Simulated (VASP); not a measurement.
# Ga2O3 (C2/m) in VASP: notebook

Runs on Ga2O3. Level: PBE. Tasks: single point.

Everything below comes from runs of VASP 6.6.1. Logs are shortened: lines on timing, memory, paths and dates and some standing lists are left out, and cuts for length are marked.

### 1 Starting point

It takes space group C2/m (No. 12, monoclinic). Conventional cell: a = 12.214 Å, b = 3.037 Å, c = 5.798 Å, α = 90.00°, β = 103.83°, γ = 90.00°. Ga (site symmetry m) has 6 O at 1.94 to 2.07 Å as nearest neighbours. Ga (site symmetry m) is surrounded by 4 O at 1.83 to 1.86 Å. O (site symmetry m) is surrounded by 3 Ga at 1.83 to 1.94 Å. Around O (site symmetry m) lie 4 Ga at 1.86 to 2.07 Å. O (site symmetry m) is surrounded by 3 Ga at 1.83 to 1.94 Å.

### 2 Single point, PBE

Contents of INCAR:

```
PREC = Accurate
ENCUT = 220
EDIFF = 1E-7
ISMEAR = 0
SIGMA = 0.05
LREAL = False
LASPH = True
NELM = 100
ALGO = Normal
ISIF = 2
LWAVE = False
LCHARG = False
GGA = PE
NBANDS = 55
ADDGRID = False
```

Contents of KPOINTS:

```
Automatic mesh
0
Gamma
  5 5 3
```

Contents of POSCAR:

```
Ga2O3
1.0
    6.1070000000     -1.5185500000      0.0000000000
    6.1070000000      1.5185500000      0.0000000000
   -1.3859888959      0.0000000000      5.6300087380
Ga O
4 6
Direct
    0.3413400000      0.3413400000      0.6859800000
    0.6586600000      0.6586600000      0.3140200000
    0.9095000000      0.9095000000      0.2054000000
    0.0905000000      0.0905000000      0.7946000000
    0.5041000000      0.5041000000      0.7434000000
    0.4959000000      0.4959000000      0.2566000000
    0.8267000000      0.8267000000      0.4368000000
    0.1733000000      0.1733000000      0.5632000000
    0.8355000000      0.8355000000      0.8902000000
    0.1645000000      0.1645000000      0.1098000000
```

Potentials or basis: VASP PAW PBE potentials, release 64 (Ga_d, O).

Started as:

```sh
cat potpaw_PBE.64/Ga_d/POTCAR potpaw_PBE.64/O/POTCAR > POTCAR
mpirun -np 1 vasp_std > vasp.out
```

OUTCAR:

```text
PREC = Accurate
   ENCUT = 220
   EDIFF = 1E-7
   ISMEAR = 0
   LREAL = False
   LASPH = True
   NELM = 100
   ISIF = 2
   GGA = PE

 Found     24 irreducible k-points:

 Following reciprocal coordinates:
            Coordinates               Weight
  0.000000  0.000000  0.000000      1.000000
  0.200000 -0.000000 -0.000000      4.000000
  0.400000 -0.000000 -0.000000      4.000000
  0.200000  0.200000 -0.000000      2.000000
  0.400000  0.200000 -0.000000      4.000000
 -0.400000  0.200000  0.000000      4.000000
   k-points           NKPTS =     24   k-points in BZ     NKDIM =     24   number of bands    NBANDS=     55
   number of dos      NEDOS =    301   number of ions     NIONS =     10
   total plane-waves  NPLWV =  25200
   dimension x,y,z NGX =    30 NGY =   30 NGZ =   28
   dimension x,y,z NGXF=    60 NGYF=   60 NGZF=   56
   ions per type =               4   6
   NGX,Y,Z   is equivalent  to a cutoff of   7.93,  7.93,  8.03 a.u.
   NGXF,Y,Z  is equivalent  to a cutoff of  15.85, 15.85, 16.06 a.u.
 SYSTEM =  unknown system
   PREC   = accura    normal or accurate (medium, high low for compatibility)
   ISTART =      0    job   : 0-new  1-cont  2-samecut
   ICHARG =      2    charge: 1-file 2-atom 10-const
   ISPIN  =      1    spin polarized calculation?
   LNONCOLLINEAR =      F non collinear calculations
   LSORBIT =      F    spin-orbit coupling
   LASPH  =      T    aspherical Exc in radial PAW
   ENCUT  =  220.0 eV  16.17 Ry    4.02 a.u.   7.61  7.61  7.01*2*pi/ulx,y,z
   NELM   =    100;   NELMIN=  2; NELMDL= -5     # of ELM steps
   EDIFF  = 0.1E-06   stopping-criterion for ELM
   LREAL  =      F    real-space projection
   EDIFFG = 0.1E-05   stopping-criterion for IOM
   NSW    =      0    number of steps for IOM
   IBRION =     -1    ionic relax: 0-MD 1-quasi-New 2-CG
   NFREE  =      0    steps in history (QN), initial steepest desc. (CG)
   ISIF   =      2    stress and relaxation
   ISYM   =      2    0-nonsym 1-usesym 2-fastsym
   POTIM  = 0.5000    time-step for ionic-motion
   TEBEG  =    0.0;   TEEND  =   0.0 temperature during run
   PSTRESS=    0.0 pullay stress
   NELECT =      88.0000    total number of electrons
   NUPDOWN=      -1.0000    fix difference up-down
   EMIN   =  10.00;   EMAX   =-10.00  energy-range for DOS
   EFERMI =   0.00;   METHOD = LEGACY
   ISMEAR =     0;   SIGMA  =   0.05  broadening in eV -4-tet -1-fermi 0-gaus
   EFERMI_NEDOS =   21; number of points for ismear=-14 and -15
   IALGO  =     38    algorithm
   IMIX   =      4    mixing-type and parameters
     AMIX     =   0.40;   BMIX     =  1.00
     AMIX_MAG =   1.60;   BMIX_MAG =  1.00
  volume/ion in A,a.u.               =      10.44        70.47
  Fermi-wavevector in a.u.,A,eV,Ry     =   1.546335  2.922150 32.533613  2.391153
  Thomas-Fermi vector in A             =   2.651586
   LORBIT       =      0    0 simple, 1 ext, 2 COOP (PROOUT), +10 PAW based schemes
   GGA     = PE    functional components
   LHFCALC =     F    Hartree Fock is set to
   AEXX    =    0.0000 exact exchange contribution
   IVDW    =     0    specifies the selected vdW correction
   LEPSILON=     F    determine dielectric tensor
   LRPA    =     F    only Hartree local field effects (RPA)
 non-spin polarized calculation
 Gauss-broadening in eV      SIGMA  =   0.05
  energy-cutoff  :      220.00
  volume of cell :      104.42
 maximum number of plane-waves:       785
   NGX = 15   NGY = 15   NGZ = 15

 number of electron      87.9999809 magnetization

 Free energy of the ion-electron system (eV)
  ---------------------------------------------------
  ext. energy  EPLUGINS =         0.00000000
  ---------------------------------------------------
  free energy    TOTEN  =       -61.26451376 eV

  energy without entropy =      -61.26451376  energy(sigma->0) =      -61.26451376

 E-fermi :   4.1357     XC(G=0): -11.6590

 val. band max:        3.8650018544   @ k =   0.2000   0.2000  -0.0000
 cond. band min:       5.9435219488   @ k =   0.0000   0.0000   0.0000
 fundamental gap:      2.0785200944
 Fermi energy:         4.1356741348

 k-point     1 :       0.0000    0.0000    0.0000
  band No.  band energies     occupation
      1     -15.7705      2.00000
      2     -14.6621      2.00000
      3     -14.6496      2.00000
      4     -14.5277      2.00000
      5     -14.1202      2.00000
      6     -14.0783      2.00000
[... 47 lines left out ...]
     54      16.3965      0.00000
     55      16.7680      0.00000

 k-point     2 :       0.2000   -0.0000   -0.0000
  band No.  band energies     occupation
      1     -15.4784      2.00000
      2     -14.6262      2.00000
      3     -14.5547      2.00000
      4     -14.3805      2.00000
      5     -14.1009      2.00000
      6     -14.0626      2.00000
[... 47 lines left out ...]
     54      15.0524      0.00000
     55      15.3434      0.00000

 k-point     3 :       0.4000   -0.0000   -0.0000
  band No.  band energies     occupation
      1     -14.8881      2.00000
      2     -14.5240      2.00000
      3     -14.4064      2.00000
      4     -14.3181      2.00000
      5     -14.0428      2.00000
      6     -14.0299      2.00000
[... 47 lines left out ...]
     54      15.6698      0.00000
     55      15.9401      0.00000

 k-point     4 :       0.2000    0.2000   -0.0000
  band No.  band energies     occupation
      1     -15.6926      2.00000
      2     -14.8640      2.00000
      3     -14.6543      2.00000
      4     -14.3477      2.00000
      5     -14.1143      2.00000
      6     -14.0779      2.00000
[... 47 lines left out ...]
     54      16.4427      0.00000
     55      16.4910      0.00000

 k-point     5 :       0.4000    0.2000   -0.0000
  band No.  band energies     occupation
      1     -15.3769      2.00000
      2     -14.8713      2.00000
      3     -14.5418      2.00000
      4     -14.2760      2.00000
      5     -14.0953      2.00000
      6     -14.0640      2.00000
[... 47 lines left out ...]
     54      15.2093      0.00000
     55      15.6092      0.00000

 k-point     6 :      -0.4000    0.2000    0.0000
  band No.  band energies     occupation
      1     -14.7878      2.00000
      2     -14.6474      2.00000
      3     -14.3874      2.00000
      4     -14.3374      2.00000
      5     -14.0467      2.00000
      6     -14.0395      2.00000
[... 47 lines left out ...]
     54      15.4553      0.00000
     55      16.0280      0.00000

 [... further k-points ...]

------------------------ aborting loop because EDIFF is reached ----------------------------------------

  FORCE on cell =-STRESS in cart. coord.  units (eV):
  Direction    XX          YY          ZZ          XY          YZ          ZX
  --------------------------------------------------------------------------------------
  -------------------------------------------------------------------------------------
  Total      -99.8174125    -96.6169804   -100.5310738      0.0000000      0.0000000      0.8451362
  in kB    -1531.5134300  -1482.4087227  -1542.4632420      0.0000000      0.0000000     12.9670500
  external PRESSURE =   -1518.7951315 kB  Pullay stress =       0.0000000 kB

 VOLUME and BASIS-vectors are now :
 -----------------------------------------------------------------------------
  energy-cutoff  :      220.00
  volume of cell :      104.42
      direct lattice vectors                 reciprocal lattice vectors
     6.107000000 -1.518550000  0.000000000     0.081873260 -0.329261467  0.020155462
     6.107000000  1.518550000  0.000000000     0.081873260  0.329261467  0.020155462
    -1.385988896  0.000000000  5.630008738     0.000000000  0.000000000  0.177619618

 POSITION                                       TOTAL-FORCE (eV/Angst)
 -----------------------------------------------------------------------------------
      3.21837      0.00000      3.86207         0.079704      0.000000     -0.054663
      7.60965      0.00000      1.76794        -0.079704      0.000000      0.054663
     10.82395      0.00000      1.15640        -0.087421      0.000000     -0.054094
      0.00406      0.00000      4.47360         0.087421      0.000000      0.054094
      5.12673      0.00000      4.18535         0.097692      0.000000      0.073670
      5.70128      0.00000      1.44466        -0.097692      0.000000     -0.073670
      9.49191      0.00000      2.45919         0.601240      0.000000     -0.283936
      1.33610      0.00000      3.17082        -0.601240      0.000000      0.283936
      8.97099      0.00000      5.01183        -0.340493      0.000000      0.571626
      1.85702      0.00000      0.61817         0.340493      0.000000     -0.571626
 -----------------------------------------------------------------------------------
    total drift:                                0.000000     -0.000000      0.000000

  FREE ENERGIE OF THE ION-ELECTRON SYSTEM (eV)
  ---------------------------------------------------
  free  energy   TOTEN  =       -61.2645137587 eV

  energy  without entropy=      -61.2645137587  energy(sigma->0) =      -61.26451376
```

It took 41 s on 1 thread of Intel Xeon 6975P-C (Granite Rapids), shared host; peak memory 0.17 GiB.

The run converged, but a check on its numbers failed (symmetry, net force, bounds or a known fault of this set-up), so they aren't taken as properties of the crystal.

Caveat: the k mesh is coarse (spacing up to 0.43 Å⁻¹), so the values aren't converged; the cutoff lies under the usual one of these potentials, so the numbers hold a large basis-set error; a pressure of tens of GPa on the cell as given is suspect, and the run, the potentials or the cell itself is likely at fault; an odd mesh through Γ misses points on the zone boundary, where band edges often lie.

### 3 Single point, PBE

Edit INCAR of step 2 so:

```diff
@@ -1,3 +1,3 @@
 PREC = Accurate
-ENCUT = 220
+ENCUT = 460
 EDIFF = 1E-7
```

Contents of KPOINTS:

```
Automatic mesh
0
Gamma
  4 4 2
```

POSCAR is that of step 2.

Potentials or basis: VASP PAW PBE potentials, release 64 (Ga_d, O).

Started as:

```sh
cat potpaw_PBE.64/Ga_d/POTCAR potpaw_PBE.64/O/POTCAR > POTCAR
mpirun -np 1 vasp_std > vasp.out
```

Wall time 77 s (1 thread of Intel Xeon 6975P-C (Granite Rapids), shared host); peak memory 0.3 GiB.

The run converged, but some of its settings lie outside the range that counts as converged, so its numbers aren't taken as properties of the crystal.

Results:

```yaml
Free_energy: -59.4780 eV
Pressure: 9.2 GPa
Largest_force: 0.244 eV/Å
Band_gap_on_the_k_mesh: 2.43 eV, indirect (least direct gap 2.44 eV)
```

Caveat: the k mesh is coarse (spacing up to 0.56 Å⁻¹), so the values aren't converged; the cutoff is under 1.25 times the usual one of these potentials, so pressure, stress and relaxed cells hold a basis-set (Pulay) error.

### 4 Single point, PBE

Edit INCAR of step 3 so:

```diff
@@ -1,3 +1,3 @@
 PREC = Accurate
-ENCUT = 460
+ENCUT = 520
 EDIFF = 1E-7
```

KPOINTS is that of step 3.

POSCAR is that of step 3.

Started as:

```sh
cat potpaw_PBE.64/Ga_d/POTCAR potpaw_PBE.64/O/POTCAR > POTCAR
mpirun -np 1 vasp_std > vasp.out
```

Run time: 86 s. Hardware: 1 thread of Intel Xeon 6975P-C (Granite Rapids), shared host; peak memory 0.34 GiB.

The run converged, but some of its settings lie outside the range that counts as converged, so its numbers aren't taken as properties of the crystal.

What came out:

```
Free energy            : -59.4598 eV
Pressure               : 10.2 GPa
Largest force          : 0.245 eV/Å
Band gap on the k mesh : 2.42 eV, indirect (least direct gap 2.44 eV)
```

Caveat: the k mesh is coarse (spacing up to 0.56 Å⁻¹), so the values aren't converged.

(Part 1 of 2 ends here.)
